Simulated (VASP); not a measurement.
Runs of VASP 6.6.1 on KF (Carobbiite). It takes space group Fm-3m (No. 225, cubic). Conventional cell: a = 5.344 Å, b = 5.344 Å, c = 5.344 Å, α = 90.00°, β = 90.00°, γ = 90.00°. K (site symmetry m-3m) has 6 F at 2.67 Å as nearest neighbours. Around F (site symmetry m-3m) lie 6 K at 2.67 Å. 

```tsv
task	cell	gap on the mesh (eV)	pressure (GPa)
relaxation of the atoms	atoms relaxed from: a relaxed cell with its volume scaled by 1.04	6.71	-1.3
relaxation of the atoms	atoms relaxed from: a relaxed cell with its volume scaled by 0.98	7.03	0.8
relaxation of the atoms	atoms relaxed from: a relaxed cell with its volume scaled by 0.96	7.15	1.7
relaxation of cell and atoms	relaxed	6.92	0.0
relaxation of the atoms	atoms relaxed	6.92	0.0
relaxation of the atoms	atoms relaxed from: a relaxed cell with its volume scaled by 0.94	(a)	2.6
relaxation of the atoms	atoms relaxed from: a relaxed cell with its volume scaled by 1.06	6.61	-1.8
relaxation of the atoms	atoms relaxed from: a relaxed cell with its volume scaled by 1.02	(b)	-0.7
```

Alike in all rows: level r2SCAN; potentials or basis VASP PAW PBE potentials, release 64 (K_sv, F); no spin polarisation; k mesh 10 × 10 × 10; cutoff (eV) 600; smearing gaussian 0.03 eV.

Task: Estimate the missing entries.

Result: (a) 7.27; (b) 6.81.

Caveats: the PAW data sets were made with another functional, which shifts forces and pressure a little; the relaxation stopped at its first step, so nothing moved (some runs).

A k mesh can miss the band edges.
